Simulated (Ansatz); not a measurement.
# LiF: the cost of one run

Method: DFT PBE, scalar-relativistic, plane waves, PAW, in Ansatz 0.2.0.

## 1. Starting point

Symmetry: Fm-3m, No. 225, cubic system. The conventional cell has a = 4.068 Å, b = 4.068 Å, c = 4.068 Å, α = 90.00°, β = 90.00°, γ = 90.00°. Li (site symmetry m-3m) is surrounded by 6 F at 2.03 Å. F (site symmetry m-3m) has 6 Li at 2.03 Å as nearest neighbours.

Structure file:

```xyz
2
Lattice="0.0000 2.0338 2.0338 2.0338 0.0000 2.0338 2.0338 2.0338 0.0000" Properties=species:S:1:pos:R:3 pbc="T T T"
Li    0.0000    0.0000    0.0000
F     2.0338    2.0338    2.0338
```

The cell was relaxed beforehand at this level, from a generated guess; it is a trial structure. At a tolerance of 0.02 Å it has space group Fm-3m (No. 225); it has 8.41 Å³/atom, an uncorrected energy of -2.95 eV/atom over the elements.

## 2. Bands, states and charges

The input, input.yaml:

```yaml
crystal:
  lattice:
    - [0.0, 2.0337928472, 2.0337928472]
    - [2.0337928472, 0.0, 2.0337928472]
    - [2.0337928472, 2.0337928472, 0.0]
  atoms:
    - { symbol: Li, position: [0.0, 0.0, 0.0] }
    - { symbol: F, position: [0.5, 0.5, 0.5] }
basis:
  ecutwfc: 420
kpoints:
  mp_grid: { grid: [10, 10, 10] }
  band_path:
    path:
      - [[0.0, 0.0, 0.0], [0.5, 0.0, 0.5], [0.625, 0.25, 0.625]]
      - [[0.375, 0.375, 0.75], [0.0, 0.0, 0.0], [0.5, 0.5, 0.5], [0.5, 0.25, 0.75], [0.5, 0.0, 0.5]]
    npoints: 14
hamiltonian:
  xc: pbe
scf:
  occupations: { method: gaussian, width: 0.02 }
  n_extra_bands: 6
output:
  forces: true
  stress: true
  eigenvalues: true
  populations: true
  dos: { projected: true, de: 0.02, nscf_kmesh: { grid: [15, 15, 15] } }
  bader: true
  write_density: true
  write_potential: true
  elf: true
  volumetric_format: npy
```

Launch:

```console
$ ansatz run input.yaml --threads 1 --pin off --max-ram 2560MiB --backend cpu --events-out ev --progress --plain --runs-dir out
```

Q: Estimate wall time and peak memory on 1 thread of Arm Neoverse V1, shared host.

About 8.7 s, with a peak of 0.26 GiB.
